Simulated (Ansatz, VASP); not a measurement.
**GaP in two plane-wave programs**

Aim: how closely do two programs agree when they are given the same cell, functional and k mesh?

Calculated with Ansatz 0.2.0; plane waves, with VASP 6.6.1 beside it; G0W0 gap at PBE.

## Step 1: Set-up

Symmetry: F-43m, No. 216, cubic system. The conventional cell has a = 5.451 Å, b = 5.451 Å, c = 5.451 Å, α = 90.00°, β = 90.00°, γ = 90.00°. Nearest to Ga lie 4 P at 2.36 Å. Nearest to P lie 4 Ga at 2.36 Å. Farther neighbours are not listed.

Coordinates:

```cif
data_structure
_symmetry_space_group_name_H-M 'F-43m'
_symmetry_Int_Tables_number 216
_cell_length_a 5.4505
_cell_length_b 5.4505
_cell_length_c 5.4505
_cell_angle_alpha 90.000
_cell_angle_beta 90.000
_cell_angle_gamma 90.000
_cell_volume 161.92
loop_
_atom_site_label
_atom_site_type_symbol
_atom_site_symmetry_multiplicity
_atom_site_Wyckoff_symbol
_atom_site_fract_x
_atom_site_fract_y
_atom_site_fract_z
_atom_site_occupancy
Ga1 Ga 4 a 0.00000 0.00000 0.00000 1
P1 P 4 d 0.25000 0.25000 0.75000 1
```

## Step 2: VASP: G0W0 gap, PBE

Quasiparticle shifts depend on high empty states and on the cores, so they are the hardest test of two PAW sets.

Lines of VASP's logs that name or quote its potential files are left out, and so is its time.

The run reads the wave functions of an earlier VASP run, which isn't shown here.

Input file INCAR:

```
SYSTEM = GaP
PREC = Accurate
ENCUT = 430
ISMEAR = 0
SIGMA = 0.01
LREAL = .FALSE.
GGA = PE
NBANDS = 128
ALGO = EVGW0
NELMGW = 1
ENCUTGW = 120
NOMEGA = 48
PRECFOCK = Fast
NBANDSGW = 24
LWAVE = .FALSE.
LCHARG = .FALSE.
```

Input file POSCAR:

```
GaP
1.0
    0.0000000000      2.7252500000      2.7252500000
    2.7252500000      0.0000000000      2.7252500000
    2.7252500000      2.7252500000      0.0000000000
Ga P
1 1
Direct
    0.0000000000      0.0000000000      0.0000000000
    0.2500000000      0.2500000000      0.2500000000
```

Input file KPOINTS:

```
Automatic mesh
0
Gamma
4 4 4
0 0 0
```

PAW data sets: Ga_d_GW and P_GW (PBE family, release 64).

Run with:

```console
$ mpirun -np 8 vasp_std
```

Numbers of over 12 decimals in the logs are rounded to 6 here.

Log:

```text
[banner, memory and clock lines left out]
running    8 mpi-ranks, on    1 nodes
 distrk:  each k-point on    8 cores,    1 groups
 distr:  one band on    1 cores,    8 groups

 POSCAR found type information on POSCAR GaP
 POSCAR found :  2 types and       2 ions
|                                                                             |
|           W    W    AA    RRRRR   N    N  II  N    N   GGGG   !!!           |
|           W    W   A  A   R    R  NN   N  II  NN   N  G    G  !!!           |
|           W    W  A    A  R    R  N N  N  II  N N  N  G       !!!           |
|           W WW W  AAAAAA  RRRRR   N  N N  II  N  N N  G  GGG   !            |
|           WW  WW  A    A  R   R   N   NN  II  N   NN  G    G                |
|           W    W  A    A  R    R  N    N  II  N    N   GGGG   !!!           |
|                                                                             |
|     For optimal performance we recommend to set                             |
|       NCORE = 2 up to number-of-cores-per-socket                            |
|     NCORE specifies how many cores store one orbital (NPAR=cpu/NCORE).      |
|     This setting can greatly improve the performance of VASP for DFT.       |
|     The default, NCORE=1 might be grossly inefficient on modern             |
|     multi-core architectures or massively parallel machines. Do your        |
|     Unfortunately you need to use the default for GW and RPA                |
|     calculations (for HF NCORE is supported but not extensively tested      |
|     yet).                                                                   |
|                                                                             |

|                                                                             |
|           W    W    AA    RRRRR   N    N  II  N    N   GGGG   !!!           |
|           W    W   A  A   R    R  NN   N  II  NN   N  G    G  !!!           |
|           W    W  A    A  R    R  N N  N  II  N N  N  G       !!!           |
|           W WW W  AAAAAA  RRRRR   N  N N  II  N  N N  G  GGG   !            |
|           WW  WW  A    A  R   R   N   NN  II  N   NN  G    G                |
|           W    W  A    A  R    R  N    N  II  N    N   GGGG   !!!           |
|                                                                             |
|     The default for ENCUTGWSOFT is different in this version of VASP.       |
|     please manually set ENCUTGWSOFT =120 in the INCAR file.                 |
|                                                                             |

 LDA part: xc-table for (Slater+PW92), standard interpolation
 found WAVECAR, reading the header
 POSCAR, INCAR and KPOINTS ok, starting setup
 FFT: planning ... GRIDC
 FFT: planning ... GRID_SOFT
 FFT: planning ... GRID
 reading WAVECAR
 the WAVECAR file was read successfully
 initial charge from wavefunction
 available memory per node:     33.92 GB, setting MAXMEM to     34736

 The Fermi energy was updated, please check that it is located mid-gap
 values below the HOMO (VB) or above the LUMO (CB) will cause erroneous energies
 E-fermi :   5.2175

 calculate exact exchange contribution
 the WAVEDER file was read successfully
energies w=
    0.000    0.000    0.622    0.000    1.241    0.000    1.856    0.000
    2.463    0.000    3.062    0.000    3.651    0.000    4.230    0.000
    4.798    0.000    5.355    0.000    5.902    0.000    6.441    0.000
    6.971    0.000    7.496    0.000    8.015    0.000    8.532    0.000
    9.048    0.000    9.565    0.000   10.085    0.000   10.611    0.000
   11.146    0.000   11.691    0.000   12.251    0.000   12.830    0.000
   13.431    0.000   14.058    0.000   14.717    0.000   15.414    0.000
   16.157    0.000   16.955    0.000   17.818    0.000   18.759    0.000
   19.794    0.000   20.943    0.000   22.234    0.000   23.699    0.000
   25.382    0.000   27.343    0.000   29.666    0.000   32.465    0.000
   35.913    0.000   40.267    0.000   45.943    0.000   53.647    0.000
   64.687    0.000   81.791    0.000  111.738    0.000  177.358    0.000
 responsefunction array rank=     128
 LDA part: xc-table for (Slater+PW92), standard interpolation

 min. memory requirement per mpi rank     96.4 MB, per node    771.6 MB

 allocating   6 responsefunctions rank=   128
 shmem allocating  48 responsefunctions rank=   128
 response function shared by NCSHMEM nodes    1
 Doing            6  frequencies on each core in blocks of           48
NQ=   1    0.0000    0.0000    0.0000,
|.........|.........|.........|.........|.........|.........|.........|.........
 performed        186000 updates of chi_q(r,r)
 total number of BLAS operations         19.02 Gflops
NQ=   2    0.2500    0.0000    0.0000,
|.........|.........|.........|.........|.........|.........|.........|.........
 performed        544000 updates of chi_q(r,r)
 total number of BLAS operations         64.53 Gflops
NQ=   3    0.5000    0.0000    0.0000,
|.........|.........|.........|.........|.........|.........|.........|.........
 performed        853000 updates of chi_q(r,r)
 total number of BLAS operations        100.14 Gflops
NQ=   4    0.2500    0.2500    0.0000,
|.........|.........|.........|.........|.........|.........|.........|.........
 performed       1211000 updates of chi_q(r,r)
 total number of BLAS operations        144.92 Gflops
NQ=   5    0.5000    0.2500    0.0000,
|.........|.........|.........|.........|.........|.........|.........|.........
 performed       1704000 updates of chi_q(r,r)
 total number of BLAS operations        202.72 Gflops
NQ=   6   -0.2500    0.2500    0.0000,
|.........|.........|.........|.........|.........|.........|.........|.........
 performed       2148000 updates of chi_q(r,r)
 total number of BLAS operations        258.25 Gflops
NQ=   7    0.5000    0.5000    0.0000,
|.........|.........|.........|.........|.........|.........|.........|.........
 performed       2420000 updates of chi_q(r,r)
 total number of BLAS operations        287.56 Gflops
NQ=   8   -0.2500    0.5000    0.2500,
|.........|.........|.........|.........|.........|.........|.........|.........
 performed       2765000 updates of chi_q(r,r)
 total number of BLAS operations        324.81 Gflops
 resolving degeneracies of screened two electron integrals

 calculate QP shifts <psi_nk| G(iteration)W_0 |psi_nk>: iteration 1
 entering main loop
```

Parts of OUTCAR (step 2):

```text
ion  position               nearest neighbor table
   1  0.000  0.000  0.000-   2 2.36   2 2.36   2 2.36   2 2.36
   2  0.250  0.250  0.250-   1 2.36   1 2.36   1 2.36   1 2.36

  LATTYP: Found a face centered cubic cell.
 ALAT       =     5.4505000000

 Subroutine GETGRP returns: Found 24 space group operations
 (whereof 24 operations were pure point group operations)

The static configuration has the point symmetry T_d .

 Found      8 irreducible k-points:

   k-points           NKPTS =      8   k-points in BZ     NKDIM =     64   number of bands    NBANDS=    128

   dimension x,y,z NGX =    28 NGY =   28 NGZ =   28
   dimension x,y,z NGXF=    56 NGYF=   56 NGZF=   56

   ENCUT  =  430.0 eV  31.60 Ry    5.62 a.u.   6.52  6.52  6.52*2*pi/ulx,y,z

   NELECT =      18.0000    total number of electrons

  energy-cutoff  :      430.00
  volume of cell :       40.48
      direct lattice vectors                 reciprocal lattice vectors
     0.000000000  2.725250000  2.725250000    -0.183469406  0.183469406  0.183469406
     2.725250000  0.000000000  2.725250000     0.183469406 -0.183469406  0.183469406
     2.725250000  2.725250000  0.000000000     0.183469406  0.183469406 -0.183469406

 k-points in reciprocal lattice and weights: Automatic mesh
   0.00000000  0.00000000  0.00000000       0.016
   0.25000000  0.00000000  0.00000000       0.125
   0.50000000  0.00000000  0.00000000       0.062
   0.25000000  0.25000000  0.00000000       0.094
   0.50000000  0.25000000  0.00000000       0.375
  -0.25000000  0.25000000  0.00000000       0.188
   0.50000000  0.50000000  0.00000000       0.047
  -0.25000000  0.50000000  0.25000000       0.094

 E-fermi :   5.2175

 QP shifts <psi_nk| G(iteration)W_0 |psi_nk>: iteration 1
 for sc-GW calculations column KS-energies equals QP-energies in previous step
 and V_xc(KS)=  KS-energies - (<T + V_ion + V_H > + <T+V_H+V_ion>^1  + <V_x>^1)
 k-point   1 :       0.0000    0.0000    0.0000
  band No.  KS-energies  QP-energies   sigma(KS)   V_xc(KS)     V^pw_x(r,r')   Z            occupation Imag(sigma)
    ...
      6      -8.0963      -8.5782     -12.1102     -11.3620     -18.6678       0.6441       2.0000       1.0511
      7       4.4052       3.8866     -13.2920     -12.6166     -14.6171       0.7679       2.0000       0.0617
      8       4.4052       3.8866     -13.2920     -12.6166     -14.6171       0.7679       2.0000       0.0617
      9       4.4052       3.8866     -13.2920     -12.6166     -14.6171       0.7679       2.0000       0.0617
     10       6.2183       6.6161     -11.1094     -11.6281      -6.8650       0.7669       0.0000      -0.0662
     11       8.2588       8.4679     -10.2108     -10.4838      -5.8174       0.7658       0.0000      -0.0868
     12       8.2588       8.4679     -10.2108     -10.4838      -5.8174       0.7658       0.0000      -0.0868
     13       8.2588       8.4679     -10.2108     -10.4838      -5.8174       0.7658       0.0000      -0.0868
    ...

 k-point   2 :       0.2500    0.0000    0.0000
  band No.  KS-energies  QP-energies   sigma(KS)   V_xc(KS)     V^pw_x(r,r')   Z            occupation Imag(sigma)
    ...
      6      -7.3204      -7.8556     -12.5275     -11.7333     -18.8631       0.6739       2.0000       0.9805
      7       0.5160      -0.0493     -12.3694     -11.5955     -14.8230       0.7305       2.0000       0.1349
      8       3.7384       3.1913     -12.9551     -12.2380     -14.4104       0.7629       2.0000       0.0649
      9       3.7384       3.1913     -12.9551     -12.2380     -14.4104       0.7629       2.0000       0.0649
     10       6.5414       6.8293     -10.5307     -10.9046      -6.3734       0.7699       0.0000      -0.0703
     11       9.1167       9.3343     -10.3316     -10.6187      -5.7136       0.7579       0.0000      -0.1055
     12       9.1167       9.3343     -10.3316     -10.6187      -5.7136       0.7579       0.0000      -0.1055
     13      10.7465      10.9574     -10.6960     -10.9795      -5.6150       0.7438       0.0000      -0.1544
    ...

 k-point   3 :       0.5000    0.0000    0.0000
  band No.  KS-energies  QP-energies   sigma(KS)   V_xc(KS)     V^pw_x(r,r')   Z            occupation Imag(sigma)
    ...
      6      -6.0267      -6.5827     -13.2483     -12.4491     -19.2274       0.6958       2.0000       0.8327
      7      -2.2488      -2.8502     -11.5899     -10.7384     -15.2543       0.7063       2.0000       0.3186
      8       3.2811       2.7053     -12.8383     -12.0794     -14.4629       0.7588       2.0000       0.0711
      9       3.2811       2.7053     -12.8383     -12.0794     -14.4629       0.7588       2.0000       0.0711
     10       6.0580       6.3180     -10.5073     -10.8435      -6.4940       0.7731       0.0000      -0.0654
     11       9.0900       9.2649      -9.9918     -10.2209      -5.4024       0.7633       0.0000      -0.1067
     12       9.0900       9.2649      -9.9918     -10.2209      -5.4024       0.7633       0.0000      -0.1067
     13      12.6742      12.5186      -8.5402      -8.3336      -3.0196       0.7534       0.0000      -0.2662
    ...

 k-point   4 :       0.2500    0.2500    0.0000
  band No.  KS-energies  QP-energies   sigma(KS)   V_xc(KS)     V^pw_x(r,r')   Z            occupation Imag(sigma)
    ...
      6      -7.0587      -7.5861     -12.5714     -11.7861     -18.8207       0.6716       2.0000       0.9538
      7       0.7206       0.2110     -12.8407     -12.1455     -15.2165       0.7331       2.0000       0.1288
      8       2.7130       2.1200     -12.4757     -11.6871     -14.1996       0.7520       2.0000       0.0750
      9       2.7130       2.1200     -12.4757     -11.6871     -14.1996       0.7520       2.0000       0.0750
     10       6.5609       6.6844      -9.7700      -9.9291      -5.7505       0.7758       0.0000      -0.0713
     11       8.1077       8.2693     -10.0963     -10.3082      -5.6539       0.7625       0.0000      -0.0923
     12      11.1279      11.3944     -10.9030     -11.2628      -5.7238       0.7408       0.0000      -0.1706
     13      11.1279      11.3944     -10.9030     -11.2628      -5.7238       0.7408       0.0000      -0.1706
    ...

[... 4 further parts left out ...]
```

[end of part 1 of 2]

[Lines on the potential files, build, host, timing and source positions are cut from VASP's logs without a mark.]

[Logs are printed without paths, hosts, clocks, repeated set-up lines and the standing remarks that a program may print on its own settings, such as how far it seeks lower states.]

[Hosts, paths, dates, database ids (printed as entryN), source tags and the programs' standing remarks are cut or masked in the printed files.]
